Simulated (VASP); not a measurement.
# C (C2/m) in VASP: band structure with HSE06

Aim: the band structure of C with HSE06.

All numbers are computed with VASP 6.6.1; they aren't measurements. Logs are shortened: lines on timing, memory, paths and dates and some standing lists are left out, and cuts for length are marked.

### 1 The structure

The structure is monoclinic, space group C2/m (No. 12). Conventional cell: a = 4.261 Å, b = 2.460 Å, c = 3.832 Å, α = 90.00°, β = 111.43°, γ = 90.00°. C (site symmetry m) has 3 C at 1.42 Å as nearest neighbours.

This is a stacking variant of graphite.

### 2 Band structure, HSE06

POSCAR reads:

```
C
1.0
    2.1303800000     -1.2299500000     -0.0056400000
    2.1303800000      1.2299500000     -0.0056400000
   -1.3903300000      0.0000000000      3.5706600000
C
2
Direct
    0.8333500000      0.8333500000      0.0000500000
    0.1666500000      0.1666500000      0.9999500000
```

INCAR.step1 reads:

```
  PREC = Accurate
  ENCUT = 520
  EDIFF = 1E-5
  ISMEAR = 0
  SIGMA = 0.02
  LREAL = F
  LASPH = T
  NELM = 60
  ALGO = Normal
  ISIF = 2
  LWAVE = T
  LCHARG = F
  GGA = PE
```

INCAR.step2 reads:

```
  PREC = Accurate
  ENCUT = 520
  EDIFF = 1E-7
  ISMEAR = 0
  SIGMA = 0.02
  LREAL = F
  LASPH = T
  NELM = 60
  ALGO = Normal
  ISIF = 2
  LWAVE = F
  LCHARG = F
  GGA = PE
  LHFCALC = T
  HFSCREEN = 0.2
  PRECFOCK = Fast
  ISTART = 1
```

KPOINTS reads:

```
Automatic mesh
0
Gamma
  8 8 6
```

KPOINTS_OPT reads:

```
path GYFLI,I1ZF1,YX1,XGN,MG
10
line-mode
reciprocal
 0.0000000000  0.0000000000  0.0000000000  G
 0.5000000000  0.5000000000 -1.0000000000  Y

 0.5000000000  0.5000000000 -1.0000000000  Y
 0.4178562564  0.4178562564 -1.1175005325  F

 0.4178562564  0.4178562564 -1.1175005325  F
 0.5000000000  0.5000000000 -0.5000000000  L

 0.5000000000  0.5000000000 -0.5000000000  L
 0.6928993664  0.3071006336 -0.5000000000  I

 0.3071006336 -0.3071006336  0.5000000000  I1
 0.0000000000  0.0000000000  0.5000000000  Z

 0.0000000000  0.0000000000  0.5000000000  Z
 0.5821437436  0.5821437436  0.1175005325  F1

 0.5000000000  0.5000000000 -1.0000000000  Y
 0.6130621144  0.3869378856 -1.0000000000  X1

 0.3869378856 -0.3869378856  0.0000000000  X
 0.0000000000  0.0000000000  0.0000000000  G

 0.0000000000  0.0000000000  0.0000000000  G
 0.5000000000  0.0000000000 -0.5000000000  N

 0.5000000000  0.0000000000  0.0000000000  M
 0.0000000000  0.0000000000  0.0000000000  G
```

Potentials or basis: VASP PAW PBE potentials, release 64 (C).

The run is started by

```
$ cat potpaw_PBE.64/C/POTCAR > POTCAR
$ cp INCAR.step1 INCAR
$ mpirun -np 1 vasp_std > vasp.out
$ cp INCAR.step2 INCAR
$ mpirun -np 1 vasp_std > vasp.out
```

OUTCAR:

```text
PREC = Accurate
   ENCUT = 520
   EDIFF = 1E-7
   ISMEAR = 0
   LREAL = F
   LASPH = T
   NELM = 60
   ISIF = 2
   GGA = PE
   LHFCALC = T
   HFSCREEN = 0.2
   PRECFOCK = Fast
   ISTART = 1

 ion  position               nearest neighbor table
   1  0.833  0.833  0.000-   2 1.42   2 1.42   2 1.42
   2  0.167  0.167  1.000-   1 1.42   1 1.42   1 1.42

  LATTYP: Found a base centered monoclinic cell.
 ALAT       =     4.2607749314
 B/A-ratio  =     0.5773362920
 C/A-ratio  =     0.8993181089
 COS(beta)  =    -0.3653063877

  Lattice vectors:

 A1 = (   2.1303800000,  -1.2299500000,  -0.0056400000)
 A2 = (   2.1303800000,   1.2299500000,  -0.0056400000)
 A3 = (  -1.3903300000,   0.0000000000,   3.5706600000)

Analysis of symmetry for initial positions (statically):
=====================================================================
 Subroutine PRICEL returns:
 Original cell was already a primitive cell.

 Routine SETGRP: Setting up the symmetry group for a
 base centered monoclinic supercell.

 Subroutine GETGRP returns: Found  4 space group operations
 (whereof  4 operations were pure point group operations)
 out of a pool of  4 trial point group operations.

The static configuration has the point symmetry C_2h.

Analysis of symmetry for dynamics (positions and initial velocities):
=====================================================================
 Subroutine PRICEL returns:
 Original cell was already a primitive cell.

 Routine SETGRP: Setting up the symmetry group for a
 base centered monoclinic supercell.

 Subroutine GETGRP returns: Found  4 space group operations
 (whereof  4 operations were pure point group operations)
 out of a pool of  4 trial point group operations.

The dynamic configuration has the point symmetry C_2h.

 Subroutine INISYM returns: Found  4 space group operations
 (whereof  4 operations are pure point group operations),
 and found     1 'primitive' translations

----------------------------------------------------------------------------------------

                                     Primitive cell

[... 90 lines left out ...]
   EDIFF  = 0.1E-06   stopping-criterion for ELM
   LREAL  =      F    real-space projection
   EDIFFG = 0.1E-05   stopping-criterion for IOM
   NSW    =      0    number of steps for IOM
   IBRION =     -1    ionic relax: 0-MD 1-quasi-New 2-CG
   NFREE  =      0    steps in history (QN), initial steepest desc. (CG)
   ISIF   =      2    stress and relaxation
   ISYM   =      3    0-nonsym 1-usesym 2-fastsym
   POTIM  = 0.5000    time-step for ionic-motion
   TEBEG  =    0.0;   TEEND  =   0.0 temperature during run
   PSTRESS=    0.0 pullay stress
   NELECT =       8.0000    total number of electrons
   NUPDOWN=      -1.0000    fix difference up-down
   EMIN   =  10.00;   EMAX   =-10.00  energy-range for DOS
   EFERMI =   0.00;   METHOD = LEGACY
   ISMEAR =     0;   SIGMA  =   0.02  broadening in eV -4-tet -1-fermi 0-gaus
   EFERMI_NEDOS =   21; number of points for ismear=-14 and -15
   IALGO  =     38    algorithm
   IMIX   =      1    mixing-type and parameters
     AMIX     =   0.40;   BMIX     =  1.00
     AMIX_MAG =   1.60;   BMIX_MAG =  1.00
  volume/ion in A,a.u.               =       9.35        63.07
  Fermi-wavevector in a.u.,A,eV,Ry     =   1.233710  2.331374 20.708620  1.522041
  Thomas-Fermi vector in A             =   2.368429
   LORBIT       =      0    0 simple, 1 ext, 2 COOP (PROOUT), +10 PAW based schemes
   GGA     = PE    functional components
   LHFCALC =     T    Hartree Fock is set to
   PRECFOCK=fast      Normal, Fast or Accurate (Low or Medium for compatibility)
   ENCUT4O =  -1.0   cutoff for four orbital integrals eV
   NKREDX  =     1    reduce k-point grid by
   NKREDY  =     1    reduce k-point grid by
   NKREDZ  =     1    reduce k-point grid by
   AEXX    =    0.2500 exact exchange contribution
   HFSCREEN=    0.2000 screening length (either q_TF or 0.3 A-1)
   HFSCREENC=   0.2000 screening length for correlation (either q_TF or 0.3 A-1)
   ENCUTFOCK=  -1.0 apply spherical cutoff to Coloumb kernel
   IVDW    =     0    specifies the selected vdW correction
   LEPSILON=     F    determine dielectric tensor
   LRPA    =     F    only Hartree local field effects (RPA)
 non-spin polarized calculation
 Gauss-broadening in eV      SIGMA  =   0.02
  energy-cutoff  :      520.00
  volume of cell :       18.69
 maximum number of plane-waves:       517
  NGX = 12; NGY = 12; NGZ = 18

 number of electron       8.0000000 magnetization

 Free energy of the ion-electron system (eV)
  ---------------------------------------------------
  ext. energy  EPLUGINS =         0.00000000
  ---------------------------------------------------
  free energy    TOTEN  =       -21.20178598 eV

  energy without entropy =      -21.20178598  energy(sigma->0) =      -21.20178598

 E-fermi :   3.3421     XC(G=0):  -8.2011

 val. band max:        3.1701402348   @ k =  -0.2500   0.3750   0.1667
 cond. band min:       5.2706906259   @ k =  -0.3750   0.3750   0.5000
 fundamental gap:      2.1005503911
 Fermi energy:         3.3420720992

 k-point     1 :       0.0000    0.0000    0.0000
  band No.  band energies     occupation
      1     -18.0644      2.00000
      2      -3.9438      2.00000
      3       0.1533      2.00000
      4       0.1537      2.00000
      5       8.3034      0.00000
      6      13.4797      0.00000
      7      13.4810      0.00000
      8      17.2675      0.00000
[... 243 lines left out ...]
 k-point    24 :       0.2500   -0.0000    0.1667
  band No.  band energies     occupation
      1     -16.3642      2.00000
      2      -4.6780      2.00000
      3      -2.8119      2.00000
      4      -2.0241      2.00000
      5      12.2166      0.00000
      6      12.9068      0.00000
      7      13.2788      0.00000
      8      18.9452      0.00000

 [... further k-points ...]
[... 5 lines left out ...]
  --------------------------------------------------------------------------------------
  -------------------------------------------------------------------------------------
  Total       -0.5059104     -0.5028470      0.1359314      0.0000000      0.0000000     -0.0000735
  in kB      -43.3619769    -43.0994096     11.6507850      0.0000000      0.0000000     -0.0062988
  external PRESSURE =     -24.9368672 kB  Pullay stress =       0.0000000 kB

 VOLUME and BASIS-vectors are now :
 -----------------------------------------------------------------------------
  energy-cutoff  :      520.00
  volume of cell :       18.69
      direct lattice vectors                 reciprocal lattice vectors
     2.130380000 -1.229950000 -0.005640000     0.234942100 -0.406520590  0.091480861
     2.130380000  1.229950000 -0.005640000     0.234942100  0.406520590  0.091480861
    -1.390330000  0.000000000  3.570660000     0.000742201  0.000000000  0.280349264

 POSITION                                       TOTAL-FORCE (eV/Angst)
 -----------------------------------------------------------------------------------
      3.55063      0.00000     -0.00922         0.001236      0.000000     -0.002307
     -0.68020      0.00000      3.56860        -0.001236      0.000000      0.002307
 -----------------------------------------------------------------------------------
    total drift:                               -0.000000     -0.000000      0.000000

  FREE ENERGIE OF THE ION-ELECTRON SYSTEM (eV)
  ---------------------------------------------------
  free  energy   TOTEN  =       -21.2017859798 eV

  energy  without entropy=      -21.2017859798  energy(sigma->0) =      -21.20178598
```

It took 20 min on 1 thread of Intel Xeon 6975P-C (Granite Rapids), shared host; peak memory 0.28 GiB.

What came out:

| Item | Value |
| --- | --- |
| Free energy | -21.2018 eV |
| Pressure | -2.5 GPa |
| Band gap along the path | 0.62 eV, direct |

Forces on the atoms (eV/Å):
```
C    0.001  0.000 -0.002
C   -0.001  0.000  0.002
```

Stress tensor (GPa, compression positive):
```
-4.34  0.00  0.00
 0.00 -4.31  0.00
 0.00  0.00  1.17
```

Levels at the corners of the path, in eV from the valence-band top:
```
point  band 1  band 2  band 3  band 4  band 5  band 6  band 7  band 8
    Γ  -21.94   -7.82   -3.73   -3.73    4.42    9.60    9.60   13.39
    Y  -16.10  -14.86   -7.43   -2.90    2.05    8.38   13.95   15.23
    Y  -16.10  -14.86   -7.43   -2.90    2.05    8.38   13.95   15.23
    F  -17.50  -13.25   -7.25   -3.33    3.20    8.54   10.61   16.80
    F  -17.50  -13.25   -7.25   -3.33    3.20    8.54   10.61   16.80
    L  -16.17  -14.91   -7.40   -2.37    2.63    8.66   12.55   13.03
    L  -16.17  -14.91   -7.40   -2.37    2.63    8.66   12.55   13.03
    I  -15.00  -13.66  -11.63   -1.08    1.49   11.43   14.40   14.71
   I1  -15.00  -13.66  -11.63   -1.08    1.49   11.43   14.40   14.71
    Z  -21.75   -9.37   -3.74   -3.74    9.57    9.57   10.13   13.54
    Z  -21.75   -9.37   -3.74   -3.74    9.57    9.57   10.13   13.54
   F1  -17.50  -13.25   -7.25   -3.33    3.20    8.54   10.61   16.80
    Y  -16.10  -14.86   -7.43   -2.90    2.05    8.38   13.95   15.23
   X1  -15.24  -14.15  -10.60   -1.54    1.65   12.00   12.58   15.99
    X  -15.24  -14.15  -10.60   -1.54    1.65   12.00   12.58   15.99
    Γ  -21.94   -7.82   -3.73   -3.73    4.42    9.60    9.60   13.39
    Γ  -21.94   -7.82   -3.73   -3.73    4.42    9.60    9.60   13.40
    N  -16.10  -14.86   -7.43   -2.92    2.03    8.38   14.00   15.35
    M  -16.17  -14.92   -7.40   -2.34    2.66    8.66   12.50   12.95
    Γ  -21.94   -7.82   -3.73   -3.73    4.42    9.60    9.60   13.39
```

Caveat: the PAW data sets were made with another functional, which shifts forces and pressure a little; this functional lacks dispersion, which binds the layers, so the pressure and a relaxed spacing across them are unreliable.
